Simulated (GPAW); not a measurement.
# InAs (F-43m) in GPAW: notebook

Runs on InAs. Level: PBE. Tasks: single point.

All numbers are computed with GPAW 26.7.0; they aren't measurements. Logs are shortened: lines on timing, memory, paths and dates and some standing lists are left out, and cuts for length are marked. The log counts tension as positive stress, the text compression.

**What was measured.**

From a printed reference work, data compilation, for a bulk crystal of InAs at 4.2 K: band gap 0.418 eV (direct).

The runs below are set against these values where they give the same quantity.

## Step 1: The structure

The structure is cubic, space group F-43m (No. 216). The conventional cell has a = 6.036 Å, b = 6.036 Å, c = 6.036 Å, α = 90.00°, β = 90.00°, γ = 90.00°. Around In (site symmetry -43m) lie 4 As at 2.61 Å. As (site symmetry -43m) is surrounded by 4 In at 2.61 Å.

## Step 2: Single point, PBE (volume scaled by 1.08)

run.py

```python
import spglib
from ase import Atoms
from ase.dft.bandgap import bandgap
from ase.io import read, write
from ase.units import GPa
from gpaw import GPAW, PW

atoms = read('InAs.cif')
cell, positions, numbers = spglib.find_primitive(
    (atoms.cell[:], atoms.get_scaled_positions(), atoms.numbers), symprec=1e-4)
atoms = Atoms(numbers, cell=cell, scaled_positions=positions, pbc=True)

calc = GPAW(mode=PW(500),
            xc='PBE',
            kpts={'size': (6, 6, 6), 'gamma': True},
            occupations={'name': 'fermi-dirac', 'width': 0.01},
            nbands=18,
            convergence={'density': 1e-05, 'energy': 1e-05},
            maxiter=150,
            txt='gpaw.txt')
atoms.calc = calc
energy = atoms.get_potential_energy()
forces = atoms.get_forces()
stress = atoms.get_stress()
calc.write('gs.gpw')
write('result.traj', atoms)
print(f'Energy: {energy:.6f} eV')
print('Forces (eV/A):')
print(forces.round(4))
print('Stress (GPa):', (stress / GPa).round(3))
print('Fermi level:', round(calc.get_fermi_level(), 4), 'eV')
print(f'Gap: {bandgap(calc)[0]:.4f} eV, direct: {bandgap(calc, direct=True)[0]:.4f} eV')
```

InAs.cif

```cif
data_InAs
_cell_length_a 6.19284889
_cell_length_b 6.19284889
_cell_length_c 6.19284889
_cell_angle_alpha 90.00000000
_cell_angle_beta 90.00000000
_cell_angle_gamma 90.00000000
_space_group_name_H-M_alt 'F-43m'
_space_group_name_Hall 'F -4 2 3'
_space_group_IT_number 216
loop_
_space_group_symop_operation_xyz
'x,y,z'
'y,-x,-z'
'-x,-y,z'
'-y,x,-z'
'x,-y,-z'
'y,x,z'
'-x,y,-z'
'-y,-x,z'
'z,x,y'
'-z,y,-x'
'z,-x,-y'
'-z,-y,x'
'-z,x,-y'
'z,y,x'
'-z,-x,y'
'z,-y,-x'
'y,z,x'
'-x,-z,y'
'-y,z,-x'
'x,-z,-y'
'-y,-z,x'
'x,z,y'
'y,-z,-x'
'-x,z,-y'
'x,y+1/2,z+1/2'
'y,-x+1/2,-z+1/2'
'-x,-y+1/2,z+1/2'
'-y,x+1/2,-z+1/2'
'x,-y+1/2,-z+1/2'
'y,x+1/2,z+1/2'
'-x,y+1/2,-z+1/2'
'-y,-x+1/2,z+1/2'
'z,x+1/2,y+1/2'
'-z,y+1/2,-x+1/2'
'z,-x+1/2,-y+1/2'
'-z,-y+1/2,x+1/2'
'-z,x+1/2,-y+1/2'
'z,y+1/2,x+1/2'
'-z,-x+1/2,y+1/2'
'z,-y+1/2,-x+1/2'
'y,z+1/2,x+1/2'
'-x,-z+1/2,y+1/2'
'-y,z+1/2,-x+1/2'
'x,-z+1/2,-y+1/2'
'-y,-z+1/2,x+1/2'
'x,z+1/2,y+1/2'
'y,-z+1/2,-x+1/2'
'-x,z+1/2,-y+1/2'
'x+1/2,y,z+1/2'
'y+1/2,-x,-z+1/2'
'-x+1/2,-y,z+1/2'
'-y+1/2,x,-z+1/2'
'x+1/2,-y,-z+1/2'
'y+1/2,x,z+1/2'
'-x+1/2,y,-z+1/2'
'-y+1/2,-x,z+1/2'
'z+1/2,x,y+1/2'
'-z+1/2,y,-x+1/2'
'z+1/2,-x,-y+1/2'
'-z+1/2,-y,x+1/2'
'-z+1/2,x,-y+1/2'
'z+1/2,y,x+1/2'
'-z+1/2,-x,y+1/2'
'z+1/2,-y,-x+1/2'
'y+1/2,z,x+1/2'
'-x+1/2,-z,y+1/2'
'-y+1/2,z,-x+1/2'
'x+1/2,-z,-y+1/2'
'-y+1/2,-z,x+1/2'
'x+1/2,z,y+1/2'
'y+1/2,-z,-x+1/2'
'-x+1/2,z,-y+1/2'
'x+1/2,y+1/2,z'
'y+1/2,-x+1/2,-z'
'-x+1/2,-y+1/2,z'
'-y+1/2,x+1/2,-z'
'x+1/2,-y+1/2,-z'
'y+1/2,x+1/2,z'
'-x+1/2,y+1/2,-z'
'-y+1/2,-x+1/2,z'
'z+1/2,x+1/2,y'
'-z+1/2,y+1/2,-x'
'z+1/2,-x+1/2,-y'
'-z+1/2,-y+1/2,x'
'-z+1/2,x+1/2,-y'
'z+1/2,y+1/2,x'
'-z+1/2,-x+1/2,y'
'z+1/2,-y+1/2,-x'
'y+1/2,z+1/2,x'
'-x+1/2,-z+1/2,y'
'-y+1/2,z+1/2,-x'
'x+1/2,-z+1/2,-y'
'-y+1/2,-z+1/2,x'
'x+1/2,z+1/2,y'
'y+1/2,-z+1/2,-x'
'-x+1/2,z+1/2,-y'
loop_
_atom_site_label
_atom_site_type_symbol
_atom_site_symmetry_multiplicity
_atom_site_Wyckoff_symbol
_atom_site_fract_x
_atom_site_fract_y
_atom_site_fract_z
_atom_site_occupancy
In1 In 4 a 0.0000000000 0.0000000000 0.0000000000 1
As1 As 4 c 0.2500000000 0.2500000000 0.2500000000 1
```

Potentials or basis: GPAW PAW data sets (gpaw-data 1.2.1), pw.

Started as:

```sh
> OMP_NUM_THREADS=1 python run.py
```

gpaw.txt:

```text
__  _  _
 | _ |_)|_||  |
 |__||  | ||/\| - 26.7.0

Input parameters:
  mode=PW(ecut=500.0),
  convergence={'density': 1e-05, 'energy': 1e-05},
  kpts=MonkhorstPack(size=(6, 6, 6), gamma=True),
  maxiter=150,
  nbands=18,
  occupations=Occupations(name='fermi-dirac', width=0.01),
  xc=XC(name='PBE')

Diagonalizing LCAO Hamiltonian
Converting LCAO to pw mode

            As

       In

Atoms  # Å, Bohr magnetons
|   | symbol |        x |        y |        z |    initial magnetic moments |
|---|--------|----------|----------|----------|-----------------------------|
| 0 |     In | 0.000000 | 0.000000 | 0.000000 | ( 0.0000,  0.0000,  0.0000) |
| 1 |     As | 1.548212 | 1.548212 | 1.548212 | ( 0.0000,  0.0000,  0.0000) |

Unit cell  # Å
| periodic |        x |        y |        z |  lengths |    angles |
|----------|----------|----------|----------|----------|-----------|
|      yes | 0.000000 | 3.096424 | 3.096424 | 4.379005 | 60.000000 |
|      yes | 3.096424 | 0.000000 | 3.096424 | 4.379005 | 60.000000 |
|      yes | 3.096424 | 3.096424 | 0.000000 | 4.379005 | 60.000000 |

Number of symmetries: 24
Symmetry operations  # r_c * U_cc + t_c -> r_c
|    | kind |            matrix            |
|----|------|------------------------------|
|  0 |  E   |  1, 0, 0,  0, 1, 0,  0, 0, 1 |
|  1 |  σ   |  1, 0, 0,  0, 0, 1,  0, 1, 0 |
|  2 |  σ   |  1, 0,-1,  0, 1,-1,  0, 0,-1 |
|  3 |  C3  |  1, 0,-1,  0, 0,-1,  0, 1,-1 |
|  4 |  C3  |  1,-1, 0,  0,-1, 1,  0,-1, 0 |
|  5 |  σ   |  1,-1, 0,  0,-1, 0,  0,-1, 1 |
|  6 |  σ   |  0, 1, 0,  1, 0, 0,  0, 0, 1 |
|  7 |  C3  |  0, 1, 0,  0, 0, 1,  1, 0, 0 |
|  8 |  C2  |  0, 1,-1,  1, 0,-1,  0, 0,-1 |
|  9 |  S4  |  0, 1,-1,  0, 0,-1,  1, 0,-1 |
| 10 |  C3  |  0, 0, 1,  1, 0, 0,  0, 1, 0 |
| 11 |  σ   |  0, 0, 1,  0, 1, 0,  1, 0, 0 |
| 12 |  S4  |  0, 0,-1,  1, 0,-1,  0, 1,-1 |
| 13 |  C3  |  0, 0,-1,  0, 1,-1,  1, 0,-1 |
| 14 |  S4  |  0,-1, 1,  1,-1, 0,  0,-1, 0 |
| 15 |  C2  |  0,-1, 1,  0,-1, 0,  1,-1, 0 |
| 16 |  C3  |  0,-1, 0,  1,-1, 0,  0,-1, 1 |
| 17 |  S4  |  0,-1, 0,  0,-1, 1,  1,-1, 0 |
| 18 |  S4  | -1, 1, 0, -1, 0, 1, -1, 0, 0 |
| 19 |  C3  | -1, 1, 0, -1, 0, 0, -1, 0, 1 |
| 20 |  C3  | -1, 0, 1, -1, 1, 0, -1, 0, 0 |
| 21 |  S4  | -1, 0, 1, -1, 0, 0, -1, 1, 0 |
| 22 |  σ   | -1, 0, 0, -1, 1, 0, -1, 0, 1 |
| 23 |  C2  | -1, 0, 0, -1, 0, 1, -1, 1, 0 |

BZ-sampling:
  Number of BZ points: 216
  Number of IBZ points: 16

  Monkhorst-Pack size: [6, 6, 6]
  Monkhorst-Pack shift: [0.08333333333333333, 0.08333333333333333, 0.08333333333333333]

K-points  # in reciprocal-cell coordinates
|     |                                coordinates |     weight |
|-----|--------------------------------------------|------------|
|   0 | (  0.00000000,   0.00000000,   0.00000000) | 0.00462963 |
|   1 | (  0.16666667,   0.16666667,   0.00000000) | 0.02777778 |
|   2 | (  0.16666667,   0.16666667,   0.16666667) | 0.03703704 |
|   3 | (  0.33333333,   0.16666667,   0.16666667) | 0.05555556 |
|   4 | (  0.33333333,   0.33333333,  -0.33333333) | 0.05555556 |
|   5 | (  0.33333333,   0.33333333,   0.00000000) | 0.02777778 |
|   6 | (  0.33333333,   0.33333333,   0.16666667) | 0.11111111 |
|   7 | (  0.33333333,   0.33333333,   0.33333333) | 0.03703704 |
|   8 | (  0.50000000,   0.33333333,  -0.33333333) | 0.11111111 |
|   9 | (  0.50000000,   0.33333333,  -0.16666667) | 0.05555556 |
| ... |                                            |            |
|  15 | (  0.50000000,   0.50000000,   0.50000000) | 0.01851852 |

Plane wave coefficients: 1527
Cutoff: 500.0 eV

Spin-components: 1 (collinear spins)
Bands:           18
Projectors:      11
Spin-degeneracy: 2
Datatype:        complex128

Density:
  Valence electrons: 18.0
  Components: 1
  Grid points: [24 24 24]
  Charge: 0.0  # |e|

Potential:
  Grid points: [24 24 24]

species:
  In:
    name:    Indium
    Z:       49.0
    valence: 13
    core:    36
    charge:  0.0  # [|e|]
    compensation charges:
      type: gauss
      rc: 0.36  # [Å]
      lmax: 2
    cutoffs:
      filter: 2.09  # [Å]
      core: 2.48  # [Å]
    projectors
    | kind |    occ | energy [eV] | rcut [Å] |
    |------|--------|-------------|----------|
    |   5s |  2.000 |      -8.203 |    1.185 |
    |   5p |  1.000 |      -2.521 |    1.244 |
    |   4d | 10.000 |     -18.629 |    1.148 |
    |    s |        |      19.008 |    1.185 |
    |    p |        |      24.691 |    1.244 |
    |    d |        |       8.583 |    1.148 |

    Using partial waves for In as LCAO basis

  As:
    name:    Arsenic
    Z:       33.0
    valence: 5
    core:    28
    charge:  0.0  # [|e|]
    compensation charges:
      type: gauss
      rc: 0.33  # [Å]
      lmax: 2
    cutoffs:
      filter: 1.87  # [Å]
      core: 2.96  # [Å]
    projectors
    | kind |    occ | energy [eV] | rcut [Å] |
    |------|--------|-------------|----------|
    |   4s |  2.000 |     -14.487 |    1.058 |
    |   4p |  3.000 |      -5.196 |    1.058 |
    |    s |        |      12.725 |    1.058 |
    |    p |        |      22.016 |    1.058 |
    |    d |        |       0.000 |    1.058 |

    Using partial waves for As as LCAO basis

Reference energy: -221478.393260  # eV

eigensolver:
  PPCG
  Converge bands: occupied
  niter=2

density mixing:
  MSR1-Mixer
  Pratt-step length: 0.05
  Maximum mixing coefficient: 0.75
  Old densities: 10
  SVD Regularization: 0.005
  Good broyden scale: 1.0
  Trust region scale: 1.0
  Backstep threshold: 4.0
  History deletion threshold: 6.0
  Fourier metric: weight=20.0, sigma=0.015

occupation numbers:
  Fermi-Dirac:
    width: 0.0100  # eV

poisson solver:
  ecut: 4000.0  # eV

xc functional:
  name: PBE with 2 nearest neighbor stencil

convergence criteria:
- Maximum integral of absolute [dens]ity change: 1e-05 electrons / valence electron
- Maximum [total energy] change in last 3 cyles: 1e-05 eV / valence electron
- Maximum integral of absolute [eigenst]ate change: 4e-08 eV^2 / valence electron
maximum number of iterations: 150

SCF iterations
|iter     | |      energy | eigst |  dens |
|---------|-|-------------|-------|-------|
|iter:   1| |   -8.124503 | -0.48 |       |
|iter:   2| |   -8.080750 | -2.45 | -1.18 |
|iter:   3| |   -7.920612 | -1.98 | -1.22 |
|iter:   4| |   -7.921784 | -3.43 | -1.81 |
|iter:   5| |   -7.921827 | -4.14 | -2.33 |
|iter:   6| |   -7.921852c| -5.60 | -3.15 |
|iter:   7| |   -7.921856c| -6.60 | -3.58 |
|iter:   8| |   -7.921856c| -8.03c| -4.65 |
|iter:   9| |   -7.921856c| -8.42c| -5.35c|

Converged in 9 steps
Energy contributions relative to reference atoms: (reference = -221478.393260)

Energy contributions:
  Kinetic:          20.614591
  Coulomb:         -19.556701
  Zero:              0.161335
  External:          0.000000
  Xc:               -9.140993
  Entropy:          -0.000177
  Spinorbit:         0.000000
  ----------------------------
  Free energy:      -7.921944
  Extrapolated:     -7.921856

dipole moment: (-23.859230, -23.859230, -23.859230)  # |e|*Ang

Fermi level: 4.142
Eigenvalues  # (at kpt = [0.000, 0.000, 0.000])
| band index |      eig [eV] | occ [0-2] |
|------------|---------------|-----------|
|          0 |       -10.039 |     2.000 |
|        ... |               |           |
|          2 |       -10.039 |     2.000 |
|          3 |        -9.939 |     2.000 |
|          4 |        -9.939 |     2.000 |
|          5 |        -7.286 |     2.000 |
|          6 |         3.582 |     2.000 |
|          7 |         4.135 |     1.333 |
[... 8 lines left out ...]
|         16 |        14.490 |     0.000 |
|         17 |        14.490 |     0.000 |

No gap
No difference between direct/indirect transitions

Forces  # eV/Ang
|        x |        y |        z |
|----------|----------|----------|
| -0.00000 | -0.00000 | -0.00000 |  # In   0
|  0.00000 |  0.00000 |  0.00000 |  # As   1

Stress tensor  # eV/Ang^3
|        x |        y |        z |
|----------|----------|----------|
| 0.004179 | 0.000000 | 0.000000 |
| 0.000000 | 0.004179 | 0.000000 |
| 0.000000 | 0.000000 | 0.004179 |

# Writing to gs.gpw (mode='')
```

Run time: 11 s. Hardware: 1 thread of Arm Neoverse V1, shared host; peak memory 0.15 GiB.

What came out:

* Free energy: -7.9219 eV
* Pressure: -0.7 GPa
* Band gap on the k mesh: none (metal or under the smearing width)

Caveat: the cutoff is short for stress and forces, so pressures can be off by a GPa or more.

## Step 3: Single point, PBE

run.py

```python
from ase import Atoms
from ase.dft.bandgap import bandgap
from ase.io import write
from ase.units import GPa
from gpaw import GPAW, PW, setup_paths

setup_paths.insert(0, '.')

atoms = Atoms(['In', 'As'],
              cell=[[0.0, 3.018, 3.018],
                    [3.018, 0.0, 3.018],
                    [3.018, 3.018, 0.0]],
              scaled_positions=[[0.0, 0.0, 0.0],
                                [0.75, 0.75, 0.75]],
              pbc=True)

calc = GPAW(mode=PW(500),
            xc='PBE',
            kpts={'size': (6, 6, 6), 'gamma': True},
            occupations={'name': 'fermi-dirac', 'width': 0.05},
            nbands=18,
            convergence={'density': 1e-05, 'energy': 1e-05},
            maxiter=80,
            txt='gpaw.txt')
atoms.calc = calc
energy = atoms.get_potential_energy()
forces = atoms.get_forces()
stress = atoms.get_stress()
calc.write('gs.gpw')
write('result.traj', atoms)
print(f'Energy: {energy:.6f} eV')
print('Forces (eV/A):')
print(forces.round(4))
print('Stress (GPa):', (stress / GPa).round(3))
print('Fermi level:', round(calc.get_fermi_level(), 4), 'eV')
print(f'Gap: {bandgap(calc)[0]:.4f} eV, direct: {bandgap(calc, direct=True)[0]:.4f} eV')
```

Potentials or basis: PAW data sets generated in the run's folder for this functional, pw.

Started as:

```sh
> gpaw-setup -f PBE As In
> OMP_NUM_THREADS=1 python run.py
```

It took 9.8 s on 1 thread of Arm Neoverse V2, shared host; peak memory 0.14 GiB.

It converged, with:

| Quantity | Value |
| --- | --- |
| Free energy | -7.8718 eV |
| Pressure | 3.7 GPa |
| Band gap on the k mesh | none (metal or under the smearing width) |

Levels at points of the mesh, in eV from the Fermi level:
```tsv
k point	band 6	band 7	band 8	band 9	band 10	band 11	band 12	band 13
(0.00, 0.00, 0.00)	-11.93	-0.20	-0.04	-0.04	-0.04	3.85	3.85	3.85
(0.50, 0.50, 0.00)	-9.89	-5.90	-2.39	-2.39	1.50	2.03	9.19	9.27
(0.50, 0.50, 0.50)	-10.44	-5.83	-1.04	-1.04	0.93	4.64	4.64	6.84
```

Caveat: the cutoff is short for stress and forces, so pressures can be off by a GPa or more; this crystal is a semiconductor, whose small gap the functional closes, so the metal is an error of the method.

## Step 4: Against experiment

Step 3. A measured gap of InAs is 0.418 eV (direct; 4.2 K; a printed reference work, data compilation); the calculated 0.00 eV misses it by -0.42 eV. Spin-orbit coupling on As, In is left out. The value is that of PBE on a finite k mesh, which can miss the band edges, without temperature or zero-point motion. Semilocal functionals fall short of measured gaps as a rule.
